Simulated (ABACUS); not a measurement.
# MoS2 (R3m) in ABACUS: reference runs, part 2 of 2

ABACUS 3.10.1. Earlier steps stand in the parts before.

## 3. Single point, PBEsol (atoms moved at random, drawn with an rms of 0.05 Å)

The input, INPUT:

```
INPUT_PARAMETERS
suffix              MoS2
calculation         scf
basis_type          pw
pseudo_dir          ./
symmetry            1
dft_functional      pbesol
ecutwfc             81
pseudo_rcut         7
nspin               1
nbands              17
ks_solver           dav
smearing_method     fd
smearing_sigma      0.00367493
scf_thr             1e-08
scf_nmax            100
mixing_type         broyden
mixing_beta         0.7
cal_force           1
cal_stress          1
out_chg             1
out_pot             2
out_elf             1
```

The input, STRU:

```
ATOMIC_SPECIES
Mo 95.9500 Mo.upf
S 32.0600 S.upf

LATTICE_CONSTANT
1.8897261246

LATTICE_VECTORS
1.5800000000 0.9122134253 6.1500000000
-1.5800000000 0.9122134253 6.1500000000
0.0000000000 -1.8244268506 6.1500000000

ATOMIC_POSITIONS
Direct

Mo
0.0
1
0.0010860000 -0.0053460000 0.0022860000 1 1 1

S
0.0
2
0.3938190000 0.4317550000 0.4335890000 1 1 1
0.2419980000 0.2439430000 0.2603120000 1 1 1
```

The input, KPT:

```
K_POINTS
0
Gamma
10 10 10 0 0 0
```

Potentials or basis: PseudoDojo NC SR 0.4.1 PBEsol standard, plane waves.

On the command line:

```console
$ OMP_NUM_THREADS=1 mpirun -np 4 abacus > log
```

running log:

```text
ABACUS v3.10.1

               Atomic-orbital Based Ab-initio Computation at UStc

 ------------------------------------------------------------------------------------

 READING GENERAL INFORMATION
                           global_out_dir = OUT.MoS2/
                           global_in_card = INPUT
                               pseudo_dir = ./
                              orbital_dir =
                                    DSIZE = 4
                                    GSIZE = 1

 READING UNITCELL INFORMATION
                                    ntype = 2
                  lattice constant (Bohr) = 1.88973
              lattice constant (Angstrom) = 1

 READING ATOM TYPE 1
                               atom label = Mo
                      L=0, number of zeta = 1
                      L=1, number of zeta = 1
                      L=2, number of zeta = 1
             number of atom for this type = 1

 READING ATOM TYPE 2
                               atom label = S
                      L=0, number of zeta = 1
                      L=1, number of zeta = 1
                      L=2, number of zeta = 1
             number of atom for this type = 2

                        TOTAL ATOM NUMBER = 3
DIRECT COORDINATES
    atom                   x                   y                   z     mag                  vx                  vy                  vz
taud_Mo1            0.0010860000        0.9946540000        0.0022860000  0.0000        0.0000000000        0.0000000000        0.0000000000
taud_S1            0.3938190000        0.4317550000        0.4335890000  0.0000        0.0000000000        0.0000000000        0.0000000000
taud_S2            0.2419980000        0.2439430000        0.2603120000  0.0000        0.0000000000        0.0000000000        0.0000000000

                          Volume (Bohr^3) = 358.903
                             Volume (A^3) = 53.1838

 Lattice vectors: (Cartesian coordinate: in unit of a_0)
                +1.58           +0.912213               +6.15
                -1.58           +0.912213               +6.15
                   +0            -1.82443               +6.15
 Reciprocal vectors: (Cartesian coordinate: in unit of 2 pi/a_0)
            +0.316456           +0.182706          +0.0542005
            -0.316456           +0.182706          +0.0542005
                   +0           -0.365412          +0.0542005
 The esolver type has been set to : ksdft_pw

                PAO radial cut off (Bohr) = 7

 Read in pseudopotential file is Mo.upf
                     pseudopotential type = NC
          exchange-correlation functional = PBESOL
                 nonlocal core correction = 1
                        valence electrons = 14
                                     lmax = 2
                           number of zeta = 4
                     number of projectors = 6
                           L of projector = 0
[... 5 lines left out ...]
                PAO radial cut off (Bohr) = 7

 Read in pseudopotential file is S.upf
                     pseudopotential type = NC
          exchange-correlation functional = PBESOL
                 nonlocal core correction = 1
                        valence electrons = 6
                                     lmax = 2
                           number of zeta = 2
                     number of projectors = 6
                           L of projector = 0
                           L of projector = 0
                           L of projector = 1
                           L of projector = 1
                           L of projector = 2
                           L of projector = 2
     initial pseudo atomic orbital number = 18

 SETUP THE ELECTRONS NUMBER
            electron number of element Mo = 14
      total electron number of element Mo = 14
             electron number of element S = 6
[... 120 lines left out ...]
      29  0.20000000  0.30000000  0.00000000  0.0020      32
      30  0.30000000  0.30000000  0.00000000  0.0020      33
[... 474 further k points ...]

                               nkstot now = 504
[... K-POINTS DIRECT COORDINATES: 504 rows ...]

           k-point number in this process = 504
       minimum distributed K point number = 504
[... stars of the k points ...]

[... K-POINTS CARTESIAN COORDINATES: 504 rows ...]

[... K-POINTS DIRECT COORDINATES: 504 rows ...]

 SETUP PLANE WAVES FOR WAVE FUNCTIONS
     energy cutoff for wavefunc (unit:Ry) = 81
              fft grid for wave functions = [ 72, 72, 72 ]
                    number of plane waves = 6199
                         number of sticks = 569

 PARALLEL PW FOR WAVE FUNCTIONS
     PROC   COLUMNS(POT)             PW
        1            142           1550
        2            143           1550
        3            142           1549
        4            142           1550
 --------------- sum -------------------
        4            569           6199

 SETUP NONLOCAL PSEUDOPOTENTIALS IN PLANE WAVE BASIS
 Mo non-local projectors:
 projector 1 L=0
 projector 2 L=0
 projector 3 L=1
 projector 4 L=1
 projector 5 L=2
 projector 6 L=2
 S non-local projectors:
 projector 1 L=0
 projector 2 L=0
 projector 3 L=1
 projector 4 L=1
 projector 5 L=2
 projector 6 L=2
      TOTAL NUMBER OF NONLOCAL PROJECTORS = 54

 Init Non-Local PseudoPotential table :
 Init Non-Local-Pseudopotential done.

                                     npwx = 1124

 Make real space PAO into reciprocal space.
       max mesh points in Pseudopotential = 701
     dq(describe PAO in reciprocal space) = 0.01
                                    max q = 1084

 number of pseudo atomic orbitals for Mo is 4
WARNING: norm of atomic wavefunction # 3 of atomic type Mo is 0.999077, renormalized
WARNING: norm of atomic wavefunction # 4 of atomic type Mo is 0.989366, renormalized

 number of pseudo atomic orbitals for S is 2
WARNING: norm of atomic wavefunction # 1 of atomic type S is 0.999996, renormalized
WARNING: norm of atomic wavefunction # 2 of atomic type S is 0.999702, renormalized

 -------------------------------------------
 SELF-CONSISTENT
 -------------------------------------------
                                 init_chg = atomic

 PW ALGORITHM --------------- ION=   1  ELEC=   1--------------------------------

 Density error is 0.552616483346
                          Error Threshold = 0.01
----------------------------------------------------------
     Energy           Rydberg                 eV
----------------------------------------------------------
 E_KohnSham     -184.5681144387      -2511.1780254822
 E_Harris       -191.8424250583      -2610.1500989309
 E_Fermi        0.8906893877         12.1184508205
----------------------------------------------------------
[... 99 lines left out ...]
 Density error is 3.41128531026e-09
                          Error Threshold = 1.65875969679e-10
----------------------------------------------------------
     Energy           Rydberg                 eV
----------------------------------------------------------
 E_KohnSham     -184.8296175795      -2514.7359582421
 E_KS(sigma->0) -184.8296175129      -2514.7359573363
 E_Harris       -184.8289521855      -2514.7269050922
 E_band         -11.1871465508       -152.2089374525
 E_one_elec     -83.9306787686       -1141.9354682610
 E_Hartree      53.1264186236        722.8220076142
 E_xc           -33.1297214333       -450.7529846463
 E_Ewald        -120.8956358680      -1644.8695111375
 E_entropy(-TS) -0.0000001331        -0.0000018114
 E_descf        0.0000000000         0.0000000000
 E_exx          0.0000000000         0.0000000000
 E_Fermi        0.8386316328         11.4101687296
----------------------------------------------------------

 charge density convergence is achieved
 final etot is -2514.7359582 eV
 EFERMI = 11.41016873 eV
The vacuum level is 9.9389911095 eV

 STATE ENERGY(eV) AND OCCUPATIONS    NSPIN == 1
 1/504 kpoint (Cartesian) = 0.0000 0.0000 0.0000 (1110 pws)
       1       -50.3964     0.00200000
       2       -24.5868     0.00200000
       3       -24.3426     0.00200000
       4       -24.3290     0.00200000
       5       -3.93289     0.00200000
       6       -2.26384     0.00200000
[... 9 lines left out ...]
      16        13.4252    6.29348e-21
[... 82 lines left out ...]
       4       -24.4348     0.00200000
       5       -1.93207     0.00200000
       6       -1.54156     0.00200000
[... 9 lines left out ...]
      16        14.3477    6.10497e-29
      17        14.4582    6.70150e-30

[... levels at 498 further k points ...]

------------------------------------------------------------------------------------------
 TOTAL-FORCE (eV/Angstrom)
------------------------------------------------------------------------------------------
                       Mo1        -0.7689669486        -0.5050636352         0.7642493414
                        S1         0.6068729114         0.2507279173        -0.8079599105
                        S2         0.1620940373         0.2543357180         0.0437105691
------------------------------------------------------------------------------------------

----------------------------------------------------------------
 TOTAL-STRESS (KBAR)
----------------------------------------------------------------
       -30.4259576679        -6.6295639526        20.6284208382
        -6.6295639526       -21.0735559787         0.2164423741
        20.6284208382         0.2164423741       -36.0781762484
----------------------------------------------------------------
 TOTAL-PRESSURE: -29.192563 KBAR

 --------------------------------------------
 !FINAL_ETOT_IS -2514.7359582420508559 eV
 --------------------------------------------
```

Wall time 4 min (4 MPI ranks of AMD EPYC 9R45 (Zen 5), shared host); peak memory 1 GiB.

Results:

| Property | Result |
| --- | --- |
| Free energy | -2514.7360 eV |
| Pressure | -2.9 GPa |
| Largest force | 1.196 eV/Å |
| Band gap on the k mesh | 0.85 eV, indirect (least direct gap 1.90 eV) |

Forces in eV/Å, atoms in the order of the input:
```
Mo  -0.769 -0.505  0.764
S    0.607  0.251 -0.808
S    0.162  0.254  0.044
```

Levels at points of the mesh, in eV from the valence-band top:
```csv
k point,band 11,band 12,band 13,band 14,band 15,band 16
"(0.00, 0.00, 0.00)",-1.88,-1.35,-1.05,1.80,2.25,2.40
"(0.50, 0.00, 0.00)",-2.19,-1.48,-1.38,1.74,2.05,3.32
"(0.00, 0.50, 0.00)",-2.42,-1.63,-1.27,1.67,2.06,3.18
"(0.50, 0.50, 0.00)",-2.99,-1.70,-1.23,1.62,2.17,3.02
"(0.00, 0.00, 0.50)",-2.39,-1.63,-1.29,1.67,2.06,3.20
"(0.50, 0.00, 0.50)",-2.96,-1.70,-1.22,1.63,2.17,3.03
"(0.00, 0.50, 0.50)",-2.90,-1.70,-1.15,1.68,2.16,2.82
"(0.50, 0.50, 0.50)",-2.27,-1.84,0.00,1.90,2.17,2.40
```

A k mesh can miss the band edges.
